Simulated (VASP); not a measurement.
Set up this calculation in VASP 6.6.1, as the native input.

- Task: single point
- Functional: PBE
- Potentials or basis: VASP PAW PBE potentials, release 64 (As)
- Cutoff: 520 eV
- k mesh: 10 × 10 × 10
- Occupations: fermi-dirac, width 0.05 eV
- Spin: no spin polarisation
- Further INCAR settings: ALGO = Normal; EDIFF = 1e-07; NBANDS = 8

The structure of As lies in POSCAR:

```
As
1.0
    2.7036817444      0.0000000000      0.0000000000
    0.0000000000      2.7036817444      0.0000000000
    0.0000000000      0.0000000000      2.7036817444
As
1
Direct
    0.5000000000      0.5000000000      0.5000000000
```

This isn't the form of As at room conditions, which is rhombohedral.

One way to write it, as run:

INCAR

```
ALGO = Normal
EDIFF = 1E-7
ENCUT = 520
GGA = PE
ISIF = 2
ISMEAR = -1
LASPH = True
LCHARG = False
LREAL = False
LWAVE = False
NBANDS = 8
NELM = 100
PREC = Accurate
SIGMA = 0.05
```

KPOINTS

```
k-points
0
Gamma
  10 10 10
```

Potentials or basis: VASP PAW PBE potentials, release 64 (As).

Launch:

```sh
$ cat potpaw_PBE.64/As/POTCAR > POTCAR
$ mpirun -np 1 vasp_std > vasp.out
```

Results of the run:

- Pressure: 2.4 GPa
- Band gap on the k mesh: none (metal or under the smearing width)

Run time: 3.1 s on 1 thread of Intel(R) Xeon(R) 6975P-C (Granite Rapids), on a shared host, peak memory 0.12 GiB.
